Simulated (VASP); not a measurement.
# GaH6 (Im-3m) in VASP: a series of runs

One crystal, GaH6, is run at these levels: PBE; tasks: single point, relaxation of cell and atoms.

All numbers are computed with VASP 6.6.1; they aren't measurements. Logs are shortened: lines on timing, memory, paths and dates and some standing lists are left out, and cuts for length are marked.

**1. The cell of the first run**

It takes space group Im-3m (No. 229, cubic). The conventional cell has a = 4.233 Å, b = 4.233 Å, c = 4.233 Å, α = 90.00°, β = 90.00°, γ = 90.00°. Ga (site symmetry m-3m) has 24 H at 2.37 Å as nearest neighbours. Around H (site symmetry -4m2) lie 4 H at 1.50 Å.

The cell was built by a generator and needn't be a form met in nature.

**2. Single point, PBE (random cell by space group and Wyckoff sites (Im-3m, No. 229))**

INCAR

```
PREC     = Accurate       # precision mode
ENCUT    = 520            # plane-wave cutoff, eV
EDIFF    = 1E-6           # SCF threshold, eV
ISMEAR   = 0              # smearing method
SIGMA    = 0.1            # smearing width, eV
LREAL    = F              # projectors in reciprocal space
LASPH    = T              # aspherical terms in the spheres
NELM     = 100            # most SCF steps
ALGO     = Fast           # electronic algorithm
ISIF     = 2              # what is computed and relaxed
LWAVE    = F              # write WAVECAR
LCHARG   = F              # write CHGCAR
GGA      = PE             # functional
NBANDS   = 18             # bands
```

KPOINTS

```
regular mesh
0
Gamma
  12 12 12
```

POSCAR

```
GaH6
1.0
   -2.1165975797      2.1165975797      2.1165975797
    2.1165975797     -2.1165975797      2.1165975797
    2.1165975797      2.1165975797     -2.1165975797
Ga H
1 6
Direct
    0.0000000000      0.0000000000      0.0000000000
    0.5000000000      0.2500000000      0.7500000000
    0.5000000000      0.7500000000      0.2500000000
    0.7500000000      0.5000000000      0.2500000000
    0.2500000000      0.5000000000      0.7500000000
    0.2500000000      0.7500000000      0.5000000000
    0.7500000000      0.2500000000      0.5000000000
```

Potentials or basis: VASP PAW PBE potentials, release 64 (Ga_d, H).

On the command line:

```
$ cat potpaw_PBE.64/Ga_d/POTCAR potpaw_PBE.64/H/POTCAR > POTCAR
$ mpirun -np 1 vasp_std > vasp.out
```

OUTCAR:

```text
PREC = Accurate
   ENCUT = 520
   EDIFF = 1E-6
   ISMEAR = 0
   LREAL = F
   LASPH = T
   NELM = 100
   ISIF = 2
   GGA = PE

 ion  position               nearest neighbor table
   1  0.000  0.000  0.000-
   2  0.500  0.250  0.750-
   3  0.500  0.750  0.250-
   4  0.750  0.500  0.250-
   5  0.250  0.500  0.750-
   6  0.250  0.750  0.500-
   7  0.750  0.250  0.500-

  LATTYP: Found a body centered cubic cell.
 ALAT       =     4.2331951594

  Lattice vectors:

 A1 = (  -2.1165975797,   2.1165975797,   2.1165975797)
 A2 = (   2.1165975797,  -2.1165975797,   2.1165975797)
 A3 = (   2.1165975797,   2.1165975797,  -2.1165975797)

Analysis of symmetry for initial positions (statically):
=====================================================================
 Subroutine PRICEL returns:
 Original cell was already a primitive cell.

 Routine SETGRP: Setting up the symmetry group for a
 body centered cubic supercell.

 Subroutine GETGRP returns: Found 48 space group operations
 (whereof 48 operations were pure point group operations)
 out of a pool of 48 trial point group operations.

The static configuration has the point symmetry O_h .

Analysis of symmetry for dynamics (positions and initial velocities):
=====================================================================
 Subroutine PRICEL returns:
 Original cell was already a primitive cell.

 Routine SETGRP: Setting up the symmetry group for a
 body centered cubic supercell.

 Subroutine GETGRP returns: Found 48 space group operations
 (whereof 48 operations were pure point group operations)
 out of a pool of 48 trial point group operations.

The dynamic configuration has the point symmetry O_h .

 Subroutine INISYM returns: Found 48 space group operations
 (whereof 48 operations are pure point group operations),
 and found     1 'primitive' translations

----------------------------------------------------------------------------------------

                                     Primitive cell

  volume of cell :      37.9293

  direct lattice vectors                    reciprocal lattice vectors
    -2.116597580  2.116597580  2.116597580     0.000000000  0.236228183  0.236228183
     2.116597580 -2.116597580  2.116597580     0.236228183  0.000000000  0.236228183
     2.116597580  2.116597580 -2.116597580     0.236228183  0.236228183  0.000000000

  length of vectors
     3.666054547  3.666054547  3.666054547     0.334077100  0.334077100  0.334077100

  position of ions in fractional coordinates (direct lattice)
     0.000000000  0.000000000  0.000000000
     0.500000000  0.250000000  0.750000000
     0.500000000  0.750000000  0.250000000
     0.750000000  0.500000000  0.250000000
     0.250000000  0.500000000  0.750000000
     0.250000000  0.750000000  0.500000000
     0.750000000  0.250000000  0.500000000

  ion indices of the primitive-cell ions
   primitive index   ion index
                 1           1
                 2           2
                 3           3
                 4           4
                 5           5
                 6           6
                 7           7

----------------------------------------------------------------------------------------

 KPOINTS: regular mesh

Automatic generation of k-mesh.
 Grid dimensions read from file:
 generate k-points for:   12   12   12

 Generating k-lattice:

  Cartesian coordinates                     Fractional coordinates (reciprocal lattice)
     0.000000000  0.019685682  0.019685682     0.083333333  0.000000000  0.000000000
     0.019685682  0.000000000  0.019685682     0.000000000  0.083333333  0.000000000
     0.019685682  0.019685682  0.000000000     0.000000000  0.000000000  0.083333333

  Length of vectors
     0.027839758  0.027839758  0.027839758

  Shift w.r.t. Gamma in fractional coordinates (k-lattice)
     0.000000000  0.000000000  0.000000000

 Subroutine IBZKPT returns following result:
 ===========================================

 Found     72 irreducible k-points:

 Following reciprocal coordinates:
            Coordinates               Weight
  0.000000  0.000000  0.000000      1.000000
  0.083333  0.000000  0.000000     12.000000
  0.166667  0.000000  0.000000     12.000000
  0.250000  0.000000  0.000000     12.000000
  0.333333  0.000000  0.000000     12.000000
  0.416667  0.000000  0.000000     12.000000
[... 16 lines left out ...]
  0.333333  0.083333  0.083333     24.000000
  0.416667  0.083333  0.083333     12.000000
 [... further k-points ...]
   k-points           NKPTS =     72   k-points in BZ     NKDIM =     72   number of bands    NBANDS=     18
   number of dos      NEDOS =    301   number of ions     NIONS =      7
   total plane-waves  NPLWV =  21952
   dimension x,y,z NGX =    28 NGY =   28 NGZ =   28
   dimension x,y,z NGXF=    56 NGYF=   56 NGZF=   56
   ions per type =               1   6
   NGX,Y,Z   is equivalent  to a cutoff of  12.70, 12.70, 12.70 a.u.
   NGXF,Y,Z  is equivalent  to a cutoff of  25.39, 25.39, 25.39 a.u.
 SYSTEM =  unknown system
   PREC   = accura    normal or accurate (medium, high low for compatibility)
   ISTART =      0    job   : 0-new  1-cont  2-samecut
   ICHARG =      2    charge: 1-file 2-atom 10-const
   ISPIN  =      1    spin polarized calculation?
   LNONCOLLINEAR =      F non collinear calculations
   LSORBIT =      F    spin-orbit coupling
   LASPH  =      T    aspherical Exc in radial PAW
   ENCUT  =  520.0 eV  38.22 Ry    6.18 a.u.   6.82  6.82  6.82*2*pi/ulx,y,z
   NELM   =    100;   NELMIN=  2; NELMDL= -5     # of ELM steps
   EDIFF  = 0.1E-05   stopping-criterion for ELM
   LREAL  =      F    real-space projection
   EDIFFG = 0.1E-04   stopping-criterion for IOM
   NSW    =      0    number of steps for IOM
   IBRION =     -1    ionic relax: 0-MD 1-quasi-New 2-CG
   NFREE  =      0    steps in history (QN), initial steepest desc. (CG)
   ISIF   =      2    stress and relaxation
   ISYM   =      2    0-nonsym 1-usesym 2-fastsym
   POTIM  = 0.5000    time-step for ionic-motion
   TEBEG  =    0.0;   TEEND  =   0.0 temperature during run
   PSTRESS=    0.0 pullay stress
   NELECT =      19.0000    total number of electrons
   NUPDOWN=      -1.0000    fix difference up-down
   EMIN   =  10.00;   EMAX   =-10.00  energy-range for DOS
   EFERMI =   0.00;   METHOD = LEGACY
   ISMEAR =     0;   SIGMA  =   0.10  broadening in eV -4-tet -1-fermi 0-gaus
   EFERMI_NEDOS =   21; number of points for ismear=-14 and -15
   IALGO  =     68    algorithm
   IMIX   =      4    mixing-type and parameters
     AMIX     =   0.40;   BMIX     =  1.00
     AMIX_MAG =   1.60;   BMIX_MAG =  1.00
  volume/ion in A,a.u.               =       5.42        36.57
  Fermi-wavevector in a.u.,A,eV,Ry     =   1.300173  2.456970 22.999959  1.690449
  Thomas-Fermi vector in A             =   2.431389
   LORBIT       =      0    0 simple, 1 ext, 2 COOP (PROOUT), +10 PAW based schemes
   GGA     = PE    functional components
   LHFCALC =     F    Hartree Fock is set to
   AEXX    =    0.0000 exact exchange contribution
   IVDW    =     0    specifies the selected vdW correction
   LEPSILON=     F    determine dielectric tensor
   LRPA    =     F    only Hartree local field effects (RPA)
 non-spin polarized calculation
 RMM-DIIS sequential band-by-band and
 Gauss-broadening in eV      SIGMA  =   0.10
  energy-cutoff  :      520.00
  volume of cell :       37.93
 maximum number of plane-waves:      1048
   NGX = 13   NGY = 13   NGZ = 13

 number of electron      19.0000011 magnetization

 Free energy of the ion-electron system (eV)
  ---------------------------------------------------
  ext. energy  EPLUGINS =         0.00000000
  ---------------------------------------------------
  free energy    TOTEN  =       -16.83937858 eV

  energy without entropy =      -16.82865799  energy(sigma->0) =      -16.83401829

 E-fermi :   3.4227     XC(G=0): -10.9018

 val. band max:        3.4147503583   @ k =  -0.3333   0.4167   0.0833
 cond. band min:       3.4243432480   @ k =  -0.3333   0.3333   0.0833
 fundamental gap:      0.0095928898
 Fermi energy:         3.4227004968

 k-point     1 :       0.0000    0.0000    0.0000
  band No.  band energies     occupation
      1     -10.9627      2.00000
      2     -10.9627      2.00000
      3     -10.9627      2.00000
      4     -10.9385      2.00000
      5     -10.9385      2.00000
      6      -9.7126      2.00000
[... 10 lines left out ...]
     17      11.8225      0.00000
     18      11.8225      0.00000

 k-point     2 :       0.0833    0.0000    0.0000
  band No.  band energies     occupation
      1     -10.9647      2.00000
      2     -10.9629      2.00000
      3     -10.9586      2.00000
      4     -10.9404      2.00000
      5     -10.9383      2.00000
      6      -9.6005      2.00000
[... 10 lines left out ...]
     17      12.4738      0.00000
     18      12.7045      0.00000

 k-point     3 :       0.1667    0.0000    0.0000
  band No.  band energies     occupation
      1     -10.9703      2.00000
      2     -10.9682      2.00000
      3     -10.9473      2.00000
      4     -10.9426      2.00000
      5     -10.9378      2.00000
      6      -9.2628      2.00000
[... 10 lines left out ...]
     17      13.9430      0.00000
     18      14.7662      0.00000

 k-point     4 :       0.2500    0.0000    0.0000
  band No.  band energies     occupation
      1     -10.9832      2.00000
      2     -10.9779      2.00000
      3     -10.9402      2.00000
      4     -10.9370      2.00000
      5     -10.9318      2.00000
      6      -8.6998      2.00000
[... 10 lines left out ...]
     17      15.8102      0.00000
     18      16.7685      0.00000

 k-point     5 :       0.3333    0.0000    0.0000
  band No.  band energies     occupation
      1     -11.0018      2.00000
      2     -10.9855      2.00000
      3     -10.9360      2.00000
      4     -10.9360      2.00000
      5     -10.9162      2.00000
      6      -7.9191      2.00000
[... 10 lines left out ...]
     17      16.5598      0.00000
     18      17.3720      0.00000

 k-point     6 :       0.4167    0.0000    0.0000
  band No.  band energies     occupation
      1     -11.0165      2.00000
      2     -10.9911      2.00000
      3     -10.9351      2.00000
      4     -10.9326      2.00000
      5     -10.9047      2.00000
      6      -6.9518      2.00000
[... 307 lines left out ...]
 k-point    21 :       0.1667    0.0833    0.0833
  band No.  band energies     occupation
      1     -10.9809      2.00000
      2     -10.9802      2.00000
      3     -10.9400      2.00000
      4     -10.9373      2.00000
      5     -10.9328      2.00000
      6      -8.4750      2.00000
[... 10 lines left out ...]
     17      16.1883      0.00000
     18      17.6459      0.00000

 k-point    22 :       0.2500    0.0833    0.0833
  band No.  band energies     occupation
      1     -10.9938      2.00000
      2     -10.9867      2.00000
      3     -10.9366      2.00000
      4     -10.9357      2.00000
      5     -10.9238      2.00000
      6      -7.6948      2.00000
[... 10 lines left out ...]
     17      16.5308      0.00000
     18      18.8832      0.00000

 k-point    23 :       0.3333    0.0833    0.0833
  band No.  band energies     occupation
      1     -11.0054      2.00000
      2     -10.9910      2.00000
      3     -10.9348      2.00000
      4     -10.9329      2.00000
      5     -10.9168      2.00000
      6      -6.7260      2.00000
[... 10 lines left out ...]
     17      16.4785      0.00000
     18      19.7225      0.00000

 k-point    24 :       0.4167    0.0833    0.0833
  band No.  band energies     occupation
      1     -11.0099      2.00000
      2     -10.9925      2.00000
      3     -10.9345      2.00000
      4     -10.9315      2.00000
      5     -10.9142      2.00000
      6      -5.9206      2.00000
[... 10 lines left out ...]
     17      17.9177      0.00000
     18      18.5212      0.00000

 [... further k-points ...]
[... 5 lines left out ...]
  --------------------------------------------------------------------------------------
  -------------------------------------------------------------------------------------
  Total       -0.0086976     -0.0086976     -0.0086976      0.0000000     -0.0000000      0.0000000
  in kB       -0.3673975     -0.3673975     -0.3673975      0.0000000     -0.0000000      0.0000000
  external PRESSURE =      -0.3673975 kB  Pullay stress =       0.0000000 kB

 VOLUME and BASIS-vectors are now :
 -----------------------------------------------------------------------------
  energy-cutoff  :      520.00
  volume of cell :       37.93
      direct lattice vectors                 reciprocal lattice vectors
    -2.116597580  2.116597580  2.116597580     0.000000000  0.236228183  0.236228183
     2.116597580 -2.116597580  2.116597580     0.236228183  0.000000000  0.236228183
     2.116597580  2.116597580 -2.116597580     0.236228183  0.236228183  0.000000000

 POSITION                                       TOTAL-FORCE (eV/Angst)
 -----------------------------------------------------------------------------------
      0.00000      0.00000      0.00000         0.000000      0.000000      0.000000
      1.05830      2.11660      0.00000        -0.000000     -0.000000      0.000000
      1.05830      0.00000      2.11660         0.000000      0.000000     -0.000000
      0.00000      1.05830      2.11660         0.000000      0.000000     -0.000000
      2.11660      1.05830      0.00000        -0.000000     -0.000000      0.000000
      2.11660      0.00000      1.05830        -0.000000     -0.000000      0.000000
      0.00000      2.11660      1.05830         0.000000     -0.000000     -0.000000
 -----------------------------------------------------------------------------------
    total drift:                               -0.000000     -0.000000      0.000000

  FREE ENERGIE OF THE ION-ELECTRON SYSTEM (eV)
  ---------------------------------------------------
  free  energy   TOTEN  =       -16.8393785846 eV

  energy  without entropy=      -16.8286579855  energy(sigma->0) =      -16.83401829
```

Wall time 27 s (1 thread of Intel Xeon Platinum 8559C (Emerald Rapids), shared host); peak memory 0.18 GiB.

What came out:

```
Free energy            : -16.8394 eV
Pressure               : 0.0 GPa
Band gap on the k mesh : none (metal or under the smearing width)
```

Levels at points of the mesh, in eV from the Fermi level:
```csv
k point,band 6,band 7,band 8,band 9,band 10,band 11,band 12,band 13
"(0.00, 0.00, 0.00)",-13.14,-0.08,-0.08,-0.08,2.13,2.13,2.63,4.97
"(0.50, 0.00, 0.00)",-9.58,-8.48,-2.20,-1.27,-1.18,1.95,5.15,6.52
"(0.50, 0.50, 0.50)",-6.51,-6.51,-4.00,-4.00,-4.00,-3.38,7.92,7.92
```

**3. Relaxation of cell and atoms, PBE (random cell by space group and Wyckoff sites (Im-3m, No. 229))**

INCAR

```
PREC     = Accurate       # precision mode
ENCUT    = 600            # plane-wave cutoff, eV
EDIFF    = 1E-7           # SCF threshold, eV
ISMEAR   = 0              # smearing method
SIGMA    = 0.1            # smearing width, eV
LREAL    = False          # projectors in reciprocal space
LASPH    = True           # aspherical terms in the spheres
NELM     = 100            # most SCF steps
ALGO     = Normal         # electronic algorithm
ISIF     = 3              # what is computed and relaxed
LWAVE    = False          # write WAVECAR
LCHARG   = False          # write CHGCAR
GGA      = PE             # functional
IBRION   = 2              # ionic algorithm
NSW      = 100            # ionic steps
EDIFFG   = -0.01          # ionic threshold
```

KPOINTS is that of step 2.

POSCAR, as its differences from that of step 2:

```diff
@@ -2,5 +2,5 @@
 1.0
-   -2.1165975797      2.1165975797      2.1165975797
-    2.1165975797     -2.1165975797      2.1165975797
-    2.1165975797      2.1165975797     -2.1165975797
+   -2.1211232192      2.1211232192      2.1211232192
+    2.1211232192     -2.1211232192      2.1211232192
+    2.1211232192      2.1211232192     -2.1211232192
 Ga H
```

Potentials or basis: VASP PAW PBE potentials, release 64 (Ga_d, H).

On the command line:

```
$ cat potpaw_PBE.64/Ga_d/POTCAR potpaw_PBE.64/H/POTCAR > POTCAR
$ mpirun -np 1 vasp_std > vasp.out
```

It took 40 s on 1 thread of Intel Xeon Platinum 8559C (Emerald Rapids), shared host; peak memory 0.2 GiB.

It converged, with:

```
Free energy                            : -16.8395 eV
Relaxed volume                         : 5.44 Å³/atom
Relaxed cell                           : a = 3.671 Å, b = 3.671 Å, c = 3.671 Å, α = 109.47°, β = 109.47°, γ = 109.47°
Space group after relaxing (to 0.05 Å) : Im-3m (No. 229)
Energy gained by relaxing              : 0.0 meV/atom
Ionic steps                            : 2
Pressure after relaxing                : -0.2 GPa
Band gap on the k mesh                 : none (metal or under the smearing width)
```

Step by step:
| step | energy change (eV) | largest force (eV/Å) | pressure (GPa) | volume (Å³) |
| --- | --- | --- | --- | --- |
| 1 | 0.0000 | 0.0000 | -0.41 | 38.17 |
| 2 | -0.0002 | 0.0000 | -0.23 | 38.10 |

Final structure:
```cif
data_structure
_symmetry_space_group_name_H-M 'P 1'
_symmetry_Int_Tables_number 1
_cell_length_a 3.6714
_cell_length_b 3.6714
_cell_length_c 3.6714
_cell_angle_alpha 109.471
_cell_angle_beta 109.471
_cell_angle_gamma 109.471
_cell_volume 38.10
loop_
_atom_site_label
_atom_site_type_symbol
_atom_site_fract_x
_atom_site_fract_y
_atom_site_fract_z
_atom_site_occupancy
Ga1 Ga 0.00000 0.00000 0.00000 1
H1 H 0.50000 0.25000 0.75000 1
H2 H 0.50000 0.75000 0.25000 1
H3 H 0.75000 0.50000 0.25000 1
H4 H 0.25000 0.50000 0.75000 1
H5 H 0.25000 0.75000 0.50000 1
H6 H 0.75000 0.25000 0.50000 1
```

Levels at points of the mesh, in eV from the Fermi level:
```csv
k point,band 5,band 6,band 7,band 8,band 9,band 10,band 11,band 12,band 13
"(0.00, 0.00, 0.00)",-14.35,-13.09,-0.08,-0.08,-0.08,2.13,2.13,2.60,4.96
"(0.50, 0.00, 0.00)",-14.31,-9.55,-8.45,-2.19,-1.26,-1.18,1.96,5.13,6.50
"(0.50, 0.50, 0.50)",-14.32,-6.48,-6.48,-3.97,-3.97,-3.97,-3.38,7.90,7.90
```
